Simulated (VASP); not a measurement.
## InP: single point with b88 exchange, pbe correlation

**Experimental background.**

A printed reference work, data compilation reports, for a bulk crystal of InP at 1.6 K: band gap 1.4236 eV (direct).

The system is InP.

```
In P
1.0
     0.00000    2.98798    2.98798
     2.98798    0.00000    2.98798
     2.98798    2.98798    0.00000
In P
1 1
Direct
  0.00000 0.00000 0.00000
  0.75000 0.75000 0.75000
```

```
Program                : VASP 6.6.1
Task                   : single point
Functional             : b88 exchange, pbe correlation
Potentials or basis    : VASP PAW PBE potentials, release 64 (In_d, P)
Cutoff                 : 500 eV
k mesh                 : 8 × 8 × 8
Occupations            : fermi-dirac, width 0.05 eV
Spin                   : no spin polarisation
Dipole correction      : no
Further INCAR settings : ALGO = Normal; EDIFF = 1e-06; NBANDS = 16
```

```yaml
Pressure: -0.6 GPa
Band_gap_on_the_k_mesh: 0.37 eV
```

Levels at points of the mesh, in eV from the valence-band top:
| k point | band 5 | band 6 | band 7 | band 8 | band 9 | band 10 | band 11 | band 12 | band 13 | band 14 |
| --- | --- | --- | --- | --- | --- | --- | --- | --- | --- | --- |
| (0.00, 0.00, 0.00) | -13.98 | -11.14 | 0.00 | 0.00 | 0.00 | 0.37 | 4.08 | 4.08 | 4.08 | 8.31 |
| (0.50, 0.00, 0.00) | -13.97 | -9.60 | -5.44 | -0.89 | -0.89 | 1.35 | 4.80 | 4.80 | 6.97 | 9.22 |
| (0.50, 0.50, 0.00) | -13.95 | -9.01 | -5.51 | -2.13 | -2.13 | 1.86 | 2.26 | 8.85 | 9.20 | 9.20 |

It took 46 s on 1 thread of AMD EPYC 7R43 64-Core Processor (Zen 3), with other jobs on the host, peak memory 0.15 GiB.

Measured gap of InP: 1.4236 eV (direct; 1.6 K; a printed reference work, data compilation). This calculation gives 0.37 eV (-1.05 eV). So large a miss can be the level of theory's own, or it may mean another phase, state or a wrong row. Spin-orbit coupling on In is left out. The value is that of b88 exchange, pbe correlation, without temperature or zero-point motion.

Caveat: the PAW data sets were made with another functional, which shifts forces and pressure a little; spin-orbit coupling is left out, which moves the levels of the heavy elements.
